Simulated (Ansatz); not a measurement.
## Se: density of states with PBE0

Crystal: Se.

```
CELL_PARAMETERS angstrom
4.47966 0.00000 0.00000
-2.23983 3.87950 0.00000
0.00000 0.00000 5.08232
ATOMIC_POSITIONS crystal
Se 0.77460 0.77460 0.00000
Se 0.00000 0.22540 0.66667
Se 0.22540 0.00000 0.33333
```

The cell isn't the ideal one: volume scaled by 1.08.

* Program: Ansatz 0.2.0
* Task: density of states
* Functional: PBE0
* Potentials or basis: Ansatz PAW
* Cutoff: 420 eV (not typed: the program's choice for these potentials)
* k mesh: 5 × 5 × 4
* Occupations: methfessel-paxton, width 0.05 eV
* Spin: spin-orbit coupling, no magnetisation

The pressure is -3.2 GPa and the largest force is 0.885 eV/Å. The band gap on the k mesh is 2.62 eV, direct.

Forces in eV/Å, atoms in the order of the input:
```
Se   0.443  0.767  0.000
Se   0.443 -0.767  0.000
Se  -0.885  0.000  0.000
```

Stress tensor (GPa, compression positive):
```
-2.31  0.00  0.00
 0.00 -2.31  0.00
 0.00  0.00 -4.99
```

Levels at points of the mesh, in eV from the valence-band top:
```
            k point  band 45  band 46  band 47  band 48  band 49  band 50  band 51  band 52
 (0.00, 0.00, 0.00)    -2.08    -2.08    -0.51    -0.51     3.26     3.26     3.42     3.42
(0.00, 0.00, -0.50)    -1.51    -1.51    -1.19    -1.19     2.65     2.65     2.66     2.66
```

States per cell in windows of 0.5 eV (zero at the valence-band top; states under -8 eV left out):
| from (eV) | total |
| --- | --- |
| -8.0 | 0.00 |
| -7.5 | 0.00 |
| -7.0 | 0.00 |
| -6.5 | 0.00 |
| -6.0 | 0.28 |
| -5.5 | 1.25 |
| -5.0 | 1.79 |
| -4.5 | 0.87 |
| -4.0 | 1.14 |
| -3.5 | 0.66 |
| -3.0 | 0.23 |
| -2.5 | 0.98 |
| -2.0 | 1.78 |
| -1.5 | 1.22 |
| -1.0 | 1.34 |
| -0.5 | 0.45 |
| 0.0 | 0.00 |
| 0.5 | 0.00 |
| 1.0 | 0.00 |
| 1.5 | 0.00 |
| 2.0 | 0.00 |
| 2.5 | 0.40 |
| 3.0 | 1.73 |
| 3.5 | 1.37 |
| 4.0 | 1.57 |
| 4.5 | 0.78 |
| 5.0 | 0.14 |
| 5.5 | 0.00 |
| 6.0 | 0.00 |
| 6.5 | 0.00 |
| 7.0 | 0.07 |
| 7.5 | 0.69 |

Run time: 9 min on 2 threads of Intel(R) Xeon(R) Platinum 8259CL CPU @ 2.50GHz (Skylake/Cascade Lake) (shared host), peak memory 3.4 GiB.

Caveat: odd divisions of the mesh miss points on the zone boundary, where band edges often lie, so the gap on the mesh can be too wide; the PAW data sets come from PBE, with cores solved anew for the run's functional, which leaves a small shift of forces and pressure; the thresholds are loose for stress. A k mesh can miss the band edges.
